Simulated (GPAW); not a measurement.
Runs of GPAW 26.7.0 on MgSi. It takes space group P4/mmm (No. 123, tetragonal). Conventional cell: a = 2.908 Å, b = 2.908 Å, c = 4.103 Å, α = 90.00°, β = 90.00°, γ = 90.00°. Around Si (site symmetry 4/mmm) lie 8 Mg at 2.90 Å and 4 Si at 2.91 Å. Mg (site symmetry 4/mmm) has 8 Si at 2.90 Å and 4 Mg at 2.91 Å as nearest neighbours. The cell comes from a database or a generator and needn't be the stable form of this composition.

```csv
task,level,potentials or basis,cell,k mesh,cutoff (eV),maxiter,band path,band points,convergence,data set,gap on the mesh (eV),pressure (GPa)
single point,PBEsol,"PAW data sets generated in the run's folder for this functional, pw",as given,9 × 9 × 7,800,150,-,-,-,-,none,(a)
band structure,PBEsol,"PAW data sets generated in the run's folder for this functional, pw",as given,7 × 7 × 5,800,150,"GXMGZRAZ,XR,MA",100,-,-,-,-2.1
single point,LDA,"the program's PAW data sets (release 1.2.1) made for this functional, other valence, pw",as given,7 × 7 × 5,600,120,-,-,default,Mg 2,none,-2.9
relaxation of cell and atoms,BLYP,"PAW data sets generated in the run's folder for this functional, pw",relaxed,9 × 9 × 7,800,150,-,-,density=1e-05 forces=0.0001,-,none,0.0
band structure,LDA,"the program's PAW data sets (release 1.2.1) made for this functional, pw",as given,7 × 7 × 5,800,150,"GXMGZRAZ,XR,MA",100,-,-,-,-3.8
```

Alike in all rows: no spin polarisation; smearing fermi-dirac 0.05 eV.

Estimate the missing entries.

(a) -1.4.

Caveats: the cutoff is short for stress and forces, so pressures can be off by a GPa or more (some runs); later steps reuse the first step's grids (some runs).

A k mesh can miss the band edges.

A gap of «none» marks a metal or a gap under the smearing width.

Not every run made on this cell is shown here.
